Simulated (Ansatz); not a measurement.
Given:

Relaxed InN (wurtzite):

```
CELL_PARAMETERS angstrom
      3.54750     0.00000     0.00000
     -1.77375     3.07222     0.00000
      0.00000     0.00000     5.72256
ATOMIC_POSITIONS crystal
  In 0.66667 0.33333 0.00226
  In 0.33333 0.66667 0.50226
  N  0.66667 0.33333 0.62294
  N  0.33333 0.66667 0.12294
```

In this cell atom 4 (N, nearest neighbour In at 2.161 Å; its periodic images, 3.5 Å or more away, move with it) is moved by s along Cartesian x, unit vector (1.000, 0.000, 0.000); all other atoms and the cell stay fixed.

Calculation: r2SCAN (plane waves to 500 eV, PAW, scalar-relativistic; Ansatz, an electronic-structure program). k mesh 9×9×5 (Γ-centred), Fermi-Dirac smearing 0.05 eV. E stands for the smeared free energy. InN was relaxed with its symmetry unable to fall. The zero of ΔE is the undisplaced structure.

The scan covers s from -0.650 to 0.650 Å in 11 points.

### Question
Is this a single well or a double well?

### Answer
A single well with its minimum at or next to zero displacement.

### Question
Is the energy the same for equal positive and negative displacements?

### Answer
Even: the same for both signs. With its periodic images moving along, the atom's site symmetry in this cell is 3m..

### Question
What is the energy change at s = 0.650 Å?

### Answer
2984 meV/cell.

### Question
What force acts on the atom along the line at s = -0.650 Å?

### Answer
11.3 eV/Å.

### Question
What is the force constant k = d²E/ds² of this move at s = 0?

### Answer
10.6 eV/Å².

(For displaced atoms, the force is minus the slope of the energy, and its curvature is a force constant, which sets phonon frequencies.)
